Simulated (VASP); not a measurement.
Input of a VASP 6.6.1 run:

File INCAR:

```
SYSTEM = Tc
  PREC = Accurate
  ENCUT = 520
  EDIFF = 1E-6
  ISMEAR = -1
  SIGMA = 0.05
  LREAL = .FALSE.
  LASPH = .TRUE.
  NELM = 100
  ALGO = Normal
  ISIF = 2
  LWAVE = .FALSE.
  LCHARG = .TRUE.
  GGA = PE
  LELF = .TRUE.
  LVHAR = .TRUE.
  NBANDS = 12
```

The input KPOINTS:

```
Automatic mesh
0
G
  12 12 12
  0 0 0
```

Contents of POSCAR:

```
Tc
1.0
    0.0000000000      1.9882450037      1.9882450037
    1.9882450037      0.0000000000      1.9882450037
    1.9882450037      1.9882450037      0.0000000000
Tc
1
Direct
    0.0000000000      0.0000000000      0.0000000000
```

Potentials or basis: VASP PAW PBE potentials, release 64 (Tc_pv).

The run is started by

```sh
$ cat potpaw_PBE.64/Tc_pv/POTCAR > POTCAR
$ mpirun -np 1 vasp_std > vasp.out
```

(1) Predict the band gap on the k mesh.

(2) Predict the pressure.

Results:

(1) none (metal or under the smearing width).

(2) -20.5 GPa.

Caveat: so large a pressure means that the cell lies far from this level's equilibrium, or that cutoff or potentials fall short.
